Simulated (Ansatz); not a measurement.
# HfSi2P4 monolayer in a perpendicular field, part 2 of 2

Wanted: the out-of-plane response of the HfSi2P4 monolayer. A positive field points along +c.

Ansatz 0.2.0; plane-wave DFT, PBE-D3(BJ), Ansatz PAW (set soft_1); PAW set soft_1.

So far. Step 2 (Relaxing the slab): The lattice constant a goes from 3.480 to 3.586 Å.

## 3. Single point, field 0

A sawtooth potential applies the field, turning back in the middle of the vacuum. With the dipole correction the typed value is the field outside the slab. The induced dipole is small, so the SCF threshold is tight.

The cell differs from the one that the last finished run ended in (c 48.788 → 27.472 Å).

File input.yaml:

```yaml
crystal:
  lattice:
    - [3.5859128506, 0.0, 0.0]
    - [-1.7929564253, 3.1054916244, 0.0]
    - [0.0, 0.0, 27.4721739828]
  atoms:
    - { symbol: P, position: [0.0, 0.0, 0.3276042153] }
    - { symbol: Si, position: [0.3333333333, 0.6666666667, 0.3632583035] }
    - { symbol: P, position: [0.3333333333, 0.6666666667, 0.4443916677] }
    - { symbol: Hf, position: [0.0, 0.0, 0.5] }
    - { symbol: P, position: [0.3333333333, 0.6666666667, 0.5556083323] }
    - { symbol: Si, position: [0.3333333333, 0.6666666667, 0.6367416965] }
    - { symbol: P, position: [0.0, 0.0, 0.6723957847] }
kpoints:
  mp_grid: { grid: [18, 18, 1] }
  band_path:
    path: [[0, 0, 0], [0.5, 0, 0], [0.33333333, 0.33333333, 0], [0, 0, 0]]
    npoints: 16
hamiltonian:
  xc: pbe
  dispersion: d3bj
  pseudopotentials: { kind: paw, azcp: { folder: soft_1 } }
scf:
  occupations: { method: fermi_dirac, width: 0.02585 }
  convergence: { dr2_threshold: 1.0e-10 }
efield:
  axis: 3
  dipole_correction: true
  ramp_position: 0.97
  ramp_width: 0.06
  amplitude: 0
output:
  dos: { projected: true, e_range: [-6, 5] }
  write_potential: true
  write_density: true
  volumetric_format: npy
  elf: true
```

The run is started by

```console
> ansatz run input.yaml --threads 2 --pin off --max-ram 3072MiB --backend cpu --events-out ev --progress --plain --runs-dir out
```

Standard output:

```text
[...]
Crystal: 7 atoms, lattice volume = 305.931 Å³
Basis set: ecut = 420 eV, 5893 PW (Γ)
Bands: 34, of which v1, the nominal top of the filled ones, is band 27 counted from 1 (26 counted from 0)
Symmetry: 6 space group operations
k-points: 37 of 324 (time reversal used)
[...]
SCF iter   1: F=—  HF=-20022.494430 eV  |F-HF|=—  |Δ(HF+E_count)|=         —  Δρ=3.27e-2  dr2=4.80e0  ethr=3.10e-3  p=0.000 e·Å  D=7.99e-14 V/Å  ΔV_dip=-0.00 eV  dr2_dipole=8.79e-9  V_vac-E_F(+/−)=7.19/7.19 eV  ⟨swp⟩=10.2  Hψ=7735  notcnv=0
efield: sawtooth ramp at fractional position 0.9700 (set: `efield.ramp_position`, or a place that a band, a saddle search or an elastic batch's reference lends), width 0.0600; the density the first Hamiltonian is built on has a dipole p = 0.000 e·Å; the dipole correction subtracts the counter field D = 7.99e-14 V/Å, which shifts the + side's vacuum level by -0.00 eV against the − side's; the planar-averaged density in the ramp window peaks in size at 2.6e-6 e/Å³
[...]
SCF iter   2: F=—  HF=-20021.409309 eV  |F-HF|=—  |Δ(HF+E_count)|=    1.09e0  Δρ=1.58e-2  dr2=6.95e-1  ethr=3.10e-3  p=-0.000 e·Å  D=-1.78e-5 V/Å  ΔV_dip=0.00 eV  dr2_dipole=8.46e-8  V_vac-E_F(+/−)=5.84/5.84 eV  ⟨swp⟩=3.8  Hψ=2490  notcnv=0  defer=65
[...]
SCF iter  14: F=-20021.288109 eV  HF=-20021.288109 eV  |F-HF|=6.18e-11  |Δ(HF+E_count)|=  1.96e-10  Δρ=7.08e-8  dr2=3.90e-11  ethr=1.00e-12  p=0.000 e·Å  D=1.99e-7 V/Å  ΔV_dip=-0.00 eV  dr2_dipole=3.77e-12  V_vac-E_F(+/−)=5.50/5.50 eV  ⟨swp⟩=14.2  Hψ=5477  notcnv=0
SCF 1 converged in 14 iterations: F = -20021.288109 eV  dr2 = 3.90e-11
[...]
NSCF: frozen V_eff on 49 k-points
efield: sawtooth ramp at fractional position 0.9700 (kept from the solve that this one continues, or follows in the run), width 0.0600; the density the first Hamiltonian is built on has a dipole p = 0.000 e·Å; the dipole correction subtracts the counter field D = 1.99e-7 V/Å, which shifts the + side's vacuum level by -0.00 eV against the − side's; the planar-averaged density in the ramp window peaks in size at 2.7e-6 e/Å³
WARN: The output density's exchange-correlation potential varies sharply where the density is thin. Do not read a vacuum level from v_tot or v_xc, or from such a field of the output density. On a cell that repeats whose density bears no net charge and no dipole along the vacuum's axis use v_es (v_loc + v_h of the components); under efield.dipole_correction with no amplitude use v_es + v_field, which holds any externa [...]
SCF converged after 14 iterations
Free energy (F): -20021.288109 eV
[...]
Internal energy: -20021.285842 eV  (E = F + TS)
E sigma→0 (E₀):  -20021.286976 eV
Entropy (-TS):   -0.002266 eV (-0.324 meV/atom)
Fermi energy:    0.709325 eV
Dipole field:    D = -0.000002 V/Å  (p = -0.000003 e·Å, saw-weighted, corrected)
Work function:   Φ+ = 5.4992 eV   Φ− = 5.4991 eV
Levels:          The Fermi level and band energies are counted from a zero that moves with the ramp; work functions are not
[...]
--- Band table (eV; the first three rows and the last of 37) ---
  k-point 0: bands = [... 23 lower, -0.3486, -0.1874, 0.7732, 0.7732, 1.5526, 3.1702, 3.3441, 3.6188, ... 3 higher]
  k-point 1: bands = [... 23 lower, -0.3657, -0.1932, 0.6780, 0.7093, 1.6016, 3.3760, 3.4368, 3.6990, ... 3 higher]
  k-point 2: bands = [... 23 lower, -0.3424, -0.2454, 0.4138, 0.5370, 1.6186, 3.2385, 3.2897, 3.9114, ... 3 higher]
  k-point 36: bands = [... 23 lower, -2.0205, -1.7465, -0.6355, 0.1873, 2.1455, 3.0564, 3.0567, 3.5745, ... 3 higher]
```

Run time: 36 s. Hardware: 2 threads of Arm Neoverse V2, shared host; peak memory 0.73 GiB.

Read from the output:

```yaml
energy_at_zero_smearing: -20021.2870 eV
work_function_upper_face: 5.499 eV
dipole_along_the_normal: -3.23e-6 e·Å
```

Running mean over a fixed 2.7 Å (it still follows the layers) of the planar mean; the ramp of the sawtooth is left out. Table of electron's electrostatic potential energy less the Fermi level by z:

| z (Å) | electron's electrostatic potential energy less the Fermi level (eV) |
| --- | --- |
| 3.5 | 5.50 |
| 4.0 | 5.50 |
| 4.5 | 5.50 |
| 5.0 | 5.50 |
| 5.5 | 5.49 |
| 6.0 | 5.45 |
| 6.5 | 5.29 |
| 7.0 | 4.64 |
| 7.5 | 2.70 |
| 8.0 | -0.0951 |
| 8.5 | -2.93 |
| 9.0 | -5.12 |
| 9.5 | -6.20 |
| 10.0 | -5.59 |
| 10.5 | -4.37 |
| 11.0 | -3.57 |
| 11.5 | -3.23 |
| 12.0 | -3.57 |
| 12.5 | -5.36 |
| 13.0 | -7.00 |
| 13.5 | -7.18 |
| 14.0 | -7.19 |
| 14.5 | -6.94 |
| 15.0 | -5.25 |
| 15.5 | -3.51 |
| 16.0 | -3.25 |
| 16.5 | -3.61 |
| 17.0 | -4.43 |
| 17.5 | -5.66 |
| 18.0 | -6.19 |
| 18.5 | -5.01 |
| 19.0 | -2.80 |
| 19.5 | 0.0714 |
| 20.0 | 2.84 |
| 20.5 | 4.70 |
| 21.0 | 5.31 |
| 21.5 | 5.45 |
| 22.0 | 5.49 |
| 22.5 | 5.50 |
| 23.0 | 5.50 |
| 23.5 | 5.50 |
| 24.0 | 5.50 |

The density of states has structure finer than the step of the table below, so its rows give means over 0.25 eV. Peaks (eV: height): -4.700: 16.5, -4.590: 8.94, -3.930: 7.56, -2.090: 8.14, -1.840: 8.23, -1.070: 11.2, -0.840: 9.17.

The density of states by energy, zero at the Fermi level; means over each step:

| energy (eV) | density of states (states/eV a cell) |
| --- | --- |
| -5.75 | 0.372 |
| -5.50 | 0.359 |
| -5.25 | 0.534 |
| -5.00 | 1.32 |
| -4.75 | 5.61 |
| -4.50 | 2.60 |
| -4.25 | 4.07 |
| -4.00 | 3.89 |
| -3.75 | 4.58 |
| -3.50 | 3.44 |
| -3.25 | 4.14 |
| -3.00 | 4.25 |
| -2.75 | 3.57 |
| -2.50 | 4.39 |
| -2.25 | 3.55 |
| -2.00 | 5.26 |
| -1.75 | 5.96 |
| -1.50 | 3.07 |
| -1.25 | 4.19 |
| -1.00 | 7.72 |
| -0.75 | 5.27 |
| -0.50 | 2.59 |
| -0.25 | 1.22 |
| 0.00 | 0.755 |
| 0.25 | 1.30 |
| 0.50 | 2.48 |
| 0.75 | 2.17 |
| 1.00 | 1.01 |
| 1.25 | 0.669 |
| 1.50 | 1.38 |
| 1.75 | 1.36 |

Projected DOS per atom over height of the atomic layer and energy from the Fermi level. Layers: P Si P Hf P Si P from below.

Ten even steps from '0' (0.01 states/eV) to '9' (1.68 states/eV), each cell a mean:
```
1100011
1100011
0002000
0009000
0006000
0002000
0032300
3085803
6086806
4133314
7144417
4142414
3242423
4322234
4333334
3232323
3243423
2232322
4442444
1100011
0000000
0000000
```
Columns: height of the atomic layer (Å) from 9 to 18.5 (not evenly spaced); rows upwards: energy from the Fermi level (eV) from -5.96 to 1.96.

The electronic bands at the labelled points (eV, zero at the Fermi level):

| point | band 24 | band 25 | band 26 | band 27 | band 28 | band 29 | band 30 | band 31 |
| --- | --- | --- | --- | --- | --- | --- | --- | --- |
| Γ | -1.06 | -0.90 | 0.06 | 0.06 | 0.84 | 2.46 | 2.63 | 2.91 |
| halfway | -1.54 | -1.00 | -0.79 | -0.66 | 0.49 | 1.87 | 1.96 | 3.21 |
| M | -1.60 | -1.38 | -1.33 | -0.15 | -0.06 | 1.30 | 1.35 | 2.62 |
| halfway | -2.04 | -1.74 | -1.29 | -0.76 | 0.75 | 2.57 | 2.75 | 3.02 |
| K | -2.73 | -2.46 | -1.34 | -0.52 | 1.44 | 2.35 | 2.35 | 2.87 |
| halfway | -1.83 | -1.09 | -0.88 | -0.88 | 0.59 | 2.74 | 3.18 | 3.21 |
| Γ | -1.06 | -0.90 | 0.06 | 0.06 | 0.84 | 2.46 | 2.63 | 2.91 |

ELF in the ca plane at fractional y = 0.667, with atoms of Si and P within 0.2 Å of it. It is the smooth field of the valence electrons, not physical close to the nuclei.

Ten even steps from '0' (0.00) to '9' (0.92), each cell a mean:
```
00000024677776531013432111134321124677777531
00000135787766420001221111112210014566787641
00000013567777642235764111257642236777766421
00000001234688755678998412699876556887532100
00000000012465447986478624785479864565310000
00000000001333458992016524630069964433200000
00000000001344448993137524751179964444210000
00000000113577656787898523798788765786421000
00000002356788753357886211488864346887654210
```
Columns run along c (16.0 Å, from fractional 0.18 to 0.76 of the cell), rows up along a (3.6 Å). Atoms in or near the plane, at fractional coordinates: Si at (0.36, 0.33), P at (0.44, 0.33), P at (0.56, 0.33), Si at (0.64, 0.33).

Valence density in the ca plane at fractional y = 0.667, with atoms of Si and P within 0.2 Å of it. It is the smooth field of the valence electrons, not physical close to the nuclei.

Values in e/Å³, 5 rows by 16 columns, each cell a mean:
```
0.00 0.00 0.00 0.00 0.00 0.00 0.07 0.28 0.25 0.07 0.10 0.19 0.33 0.19 0.10 0.07
0.00 0.00 0.00 0.00 0.00 0.00 0.05 0.25 0.32 0.14 0.22 0.31 0.26 0.31 0.22 0.14
0.00 0.00 0.00 0.00 0.00 0.00 0.02 0.18 0.32 0.40 0.56 0.58 0.26 0.58 0.56 0.40
0.00 0.00 0.00 0.00 0.00 0.00 0.02 0.17 0.24 0.47 0.55 0.52 0.27 0.52 0.55 0.47
0.00 0.00 0.00 0.00 0.00 0.00 0.04 0.22 0.37 0.23 0.38 0.46 0.24 0.46 0.38 0.23
```
Columns run along c (16.0 Å, from fractional 0.05 to 0.64 of the cell), rows up along a (3.6 Å). Atoms in or near the plane, at fractional coordinates: Si at (0.36, 0.33), P at (0.44, 0.33), P at (0.56, 0.33).

Electrostatic potential energy in the ca plane at fractional y = 0.667, with atoms of Si and P within 0.2 Å of it. With pseudopotentials it is smooth inside the atoms' cores, unlike the true potential.

Ten even steps from '0' (-44 eV) to '9' (6 eV), each cell a mean:
```
99999999998888999999998767889999999888899999
99999999998888999999998766789999999887899999
99999999998888889999998777889999998888899999
99999999999886678887678888876688876678999999
99999999999852226861015888730147732237999999
99999999999733733740003898600016625526899999
99999999999842424750004898610027623326899999
99999999999874347874347888853368853368999999
99999999999888888998888878888899988888899999
```
Columns run along c (16.0 Å, from fractional 0.18 to 0.76 of the cell; values clipped at the 3rd and 97th percentile), rows up along a (3.6 Å). Atoms in or near the plane, at fractional coordinates: Si at (0.36, 0.33), P at (0.44, 0.33), P at (0.56, 0.33), Si at (0.64, 0.33).

The work function of the upper face is 5.50 eV.

## 4. Atoms held, field 0.1 V/Å

Edit input.yaml of step 3 so:

```diff
@@ -28,7 +28,6 @@
   dipole_correction: true
-  ramp_position: 0.97
-  ramp_width: 0.06
-  amplitude: 0
+  ramp_position: 0.9552
+  ramp_width: 0.0895
+  amplitude: 0.1
 output:
-  dos: { projected: true, e_range: [-6, 5] }
   write_potential: true
@@ -36,2 +35 @@
   volumetric_format: npy
-  elf: true
```

Standard output:

```text
[...]
Crystal: 7 atoms, lattice volume = 305.931 Å³
Basis set: ecut = 420 eV, 5893 PW (Γ)
Bands: 34, of which v1, the nominal top of the filled ones, is band 27 counted from 1 (26 counted from 0)
Symmetry: 6 space group operations
k-points: 37 of 324 (time reversal used)
[...]
k-point 0: bands = [... 23 lower, -0.3476, -0.1876, 0.7730, 0.7730, 1.5523, 3.1669, 3.3467, 3.6129, ... 3 higher]
  k-point 1: bands = [... 23 lower, -0.3652, -0.1934, 0.6778, 0.7091, 1.6013, 3.3695, 3.4422, 3.6813, ... 3 higher]
  k-point 2: bands = [... 23 lower, -0.3426, -0.2455, 0.4136, 0.5367, 1.6184, 3.2310, 3.2964, 3.9098, ... 3 higher]
  k-point 36: bands = [... 23 lower, -2.0207, -1.7470, -0.6361, 0.1876, 2.1451, 3.0558, 3.0562, 3.5742, ... 3 higher]
[key lines of the parts left out:]
SCF converged after 15 iterations
Free energy (F): -20021.291613 eV
Fermi energy:    0.709067 eV
Dipole field:    D = 0.041456 V/Å  (p = 0.070089 e·Å, saw-weighted, corrected)
```

Elapsed: 38 s, on 2 threads; peak memory 0.71 GiB.

The dipole is 0.0701 e·Å.

## 5. Single point, field -0.1 V/Å

Edit input.yaml of step 4 so:

```diff
@@ -30,3 +30,3 @@
   ramp_width: 0.0895
-  amplitude: 0.1
+  amplitude: -0.1
 output:
```

Standard output:

```text
[...]
Crystal: 7 atoms, lattice volume = 305.931 Å³
Basis set: ecut = 420 eV, 5893 PW (Γ)
Bands: 34, of which v1, the nominal top of the filled ones, is band 27 counted from 1 (26 counted from 0)
Symmetry: 6 space group operations
k-points: 37 of 324 (time reversal used)
[...]
k-point 0: bands = [... 23 lower, -0.3478, -0.1877, 0.7728, 0.7728, 1.5521, 3.1667, 3.3466, 3.6127, ... 3 higher]
  k-point 1: bands = [... 23 lower, -0.3654, -0.1935, 0.6776, 0.7089, 1.6012, 3.3694, 3.4421, 3.6811, ... 3 higher]
  k-point 2: bands = [... 23 lower, -0.3427, -0.2457, 0.4134, 0.5366, 1.6182, 3.2308, 3.2963, 3.9096, ... 3 higher]
  k-point 36: bands = [... 23 lower, -2.0209, -1.7472, -0.6363, 0.1874, 2.1450, 3.0556, 3.0560, 3.5740, ... 3 higher]
[key lines of the parts left out:]
SCF converged after 15 iterations
Free energy (F): -20021.291613 eV
Fermi energy:    0.708907 eV
Dipole field:    D = -0.041456 V/Å  (p = -0.070089 e·Å, saw-weighted, corrected)
```

Run time: 44 s. Hardware: 2 threads; peak memory 0.71 GiB; 86 s of CPU time.

The dipole is -0.0701 e·Å.

## 6. Response, atoms held

This step: plane-wave DFT, PBE-D3(BJ), Ansatz PAW (set soft_1); response to a field along the normal, atoms held; PAW set soft_1 (Ansatz 0.2.0).

The dipoles give the slope, and the difference of two potentials shows where the field is screened.

This step gave:

| Item | Value |
| --- | --- |
| equivalent conductor thickness p/(ε₀AE) | 11.39 Å |
| distance between the outer atoms | 9.472 Å |

Table of dipole of the cell by applied field:

| applied field (V/Å) | dipole of the cell (e·Å) |
| --- | --- |
| -0.1000 | -0.0701 |
| 0.0000 | -3.2e-6 |
| 0.1000 | 0.0701 |

Local field over the applied field, running mean. From the potentials at -0.1 and 0.1 V/Å; running mean over 2.5 Å. The local field over applied field by z:

| z (Å) | local field over applied field |
| --- | --- |
| 5 | 0.995 |
| 6 | 0.960 |
| 7 | 0.782 |
| 8 | 0.440 |
| 9 | 0.135 |
| 10 | 0.0717 |
| 11 | 0.0798 |
| 12 | 0.0410 |
| 13 | 0.0338 |
| 14 | 0.0262 |
| 15 | 0.0331 |
| 16 | 0.0693 |
| 17 | 0.0725 |
| 18 | 0.0816 |
| 19 | 0.275 |
| 20 | 0.627 |
| 21 | 0.904 |
| 22 | 0.986 |
| 23 | 0.999 |

The induced electron density oscillates, so the rows of the table below give means over 0.5 Å (shorter at the two ends). Its distinct maxima (Å: e/Å³ per V/Å): 8.01: 0.00357, 12.16: 8.4e-4, 14.31: 0.00121, 17.31: 0.00154. Distinct minima: 10.16: -0.00154, 13.16: -0.00121, 15.31: -8.4e-4, 19.46: -0.00357.

Electrons, planar mean, per unit field. Table of induced electron density by z; means over each step:

| z (Å) | induced electron density (e/Å³ per V/Å) |
| --- | --- |
| 4.5 | 6.7e-6 |
| 5.0 | 2.2e-5 |
| 5.5 | 6.8e-5 |
| 6.0 | 2.0e-4 |
| 6.5 | 5.4e-4 |
| 7.0 | 0.00133 |
| 7.5 | 0.00265 |
| 8.0 | 0.00339 |
| 8.5 | 0.00177 |
| 9.0 | 7.1e-4 |
| 9.5 | 4.6e-4 |
| 10.0 | -0.00120 |
| 10.5 | -5.1e-4 |
| 11.0 | 6.1e-4 |
| 11.5 | 3.3e-4 |
| 12.0 | 6.0e-4 |
| 12.5 | 4.2e-4 |
| 13.0 | -8.7e-4 |
| 13.5 | -5.2e-4 |
| 14.0 | 5.8e-4 |
| 14.5 | 8.2e-4 |
| 15.0 | -4.8e-4 |
| 15.5 | -5.7e-4 |
| 16.0 | -3.5e-4 |
| 16.5 | -6.0e-4 |
| 17.0 | 6.0e-4 |
| 17.5 | 0.00115 |
| 18.0 | -5.4e-4 |
| 18.5 | -7.0e-4 |
| 19.0 | -0.00190 |
| 19.5 | -0.00341 |
| 20.0 | -0.00257 |
| 20.5 | -0.00127 |
| 21.0 | -5.1e-4 |
| 21.5 | -1.9e-4 |
| 22.0 | -6.3e-5 |
| 22.5 | -2.1e-5 |
| 23.0 | -6.2e-6 |

By hand: between -0.1 and 0.1 V/Å the dipole changes by 0.1402 e·Å, a slope of 0.7009 e·Å²/V. A perfect conductor of thickness t has p = ε₀AEt, so t = 180.95 × 0.7009 / 11.136 = 11.39 Å (e/ε₀ = 180.95 V·Å, A in Å²).

The induced dipole is that of a conductor 11.39 Å thick.

## 7. What came out

```yaml
gap_without_field: none
work_function_upper_face: 5.50 eV
equivalent_conductor_thickness_atoms_held: 11.4 Å
```

The induced dipole equals that of a perfect conductor 11.39 Å thick, while the outer atoms lie 9.47 Å apart. There is no gap over 0.03 eV, with or without the field. The main runs have no spin polarisation; a magnetic state could lie lower and would change these results. Spin-orbit coupling is left out, which matters for the bands of elements this heavy. The outer anions sit over the metal atoms, one of several polytypes of such layers and not the lowest for every compound.

[Long decimals in the printed logs are rounded to 6 places.]

[Logs are printed without paths, hosts, clocks, repeated set-up lines and the standing remarks that a program may print on its own settings, such as how far it seeks lower states.]

[Hosts, paths, dates, database ids (printed as entryN), source tags and the programs' standing remarks are cut or masked in the printed files.]

[Maps of the electrostatic potential energy from Ansatz leave out the sawtooth potential of an applied field or a dipole correction, so their vacuum need not be flat; planar profiles and work functions include it.]

[The density of states shown here was stored with 400 of the rows of the run's finer table, so its peaks can read low, often by over a quarter, or be missed, and its means over a window can be off by a tenth or more.]
